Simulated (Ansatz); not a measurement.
**Band structure of TiO2**

```
Ti O
1.0
     4.59400    0.00000    0.00000
     0.00000    4.59400    0.00000
     0.00000    0.00000    2.95900
Ti O
2 4
Direct
  0.00000 0.00000 0.00000
  0.50000 0.50000 0.50000
  0.30600 0.30600 0.00000
  0.19400 0.80600 0.50000
  0.69400 0.69400 0.00000
  0.80600 0.19400 0.50000
```

Atoms are numbered in the order listed.

The conventional cell has a = 4.594 Å, b = 4.594 Å, c = 2.959 Å, α = 90.00°, β = 90.00°, γ = 90.00°. Ti (atom 1) has 6 O at 1.94 to 1.99 Å as nearest neighbours. O (atom 3) is surrounded by 3 Ti at 1.94 to 1.99 Å.

The geometry is COD entry 9007432, unchecked; take it as a test cell.

Method: Ansatz 0.2.0, DFT, PBE, all-electron LAPW, scalar-relativistic.

Settings: a Γ-centred 7×7×10 k mesh, Fermi–Dirac smearing of 0.05 eV, basis error target 0.5 meV/atom, no spin polarisation.

Points in fractions of the reciprocal vectors of this cell: Γ (0, 0, 0), X (0, 0.5, 0), M (0.5, 0.5, 0), Z (0, 0, 0.5), R (0, 0.5, 0.5), A (0.5, 0.5, 0.5). The path joins them by straight lines in the order Γ–X–M–Γ–Z–R–A–Z–X; legs that retrace an earlier one aren't tabulated. Energies are in eV from the top of the valence band.

Question: Is there a gap, and where are the band edges?

Answer: 1.93 eV, direct at Γ.

Question: List the levels between -5 and 4.5 eV at the symmetry points.

Answer: 
Γ: -4.88, -3.84 (×2), -2.53 (×2), -1.96, -0.68, -0.42 (×2), 0.00, 1.93, 2.26, 2.47, 2.54 (×2), 4.40
X: -4.92 (×2), -3.78 (×2), -3.21 (×2), -2.98 (×2), -1.61 (×2), -0.74 (×2), 2.61 (×2), 3.04 (×2), 3.61 (×2)
M: -3.91 (×2), -2.84 (×2), -2.16 (×2), -1.28 (×2), -1.01 (×2), 1.98 (×2), 2.56 (×2), 3.87 (×2)
Z: -4.45 (×2), -3.68 (×2), -3.59 (×2), -2.70 (×2), -2.33 (×2), -1.41 (×2), 2.98 (×2), 3.19 (×2), 3.73 (×2)
R: -3.91 (×2), -3.23 (×2), -2.36 (×2), -2.04 (×2), -1.01 (×2), 1.95 (×2), 3.22 (×2), 3.96 (×2)
A: -4.69 (×2), -4.53 (×2), -3.50 (×2), -2.68 (×2), -1.25 (×2), -0.67 (×2), 2.61 (×2), 3.24 (×2), 3.28 (×2)
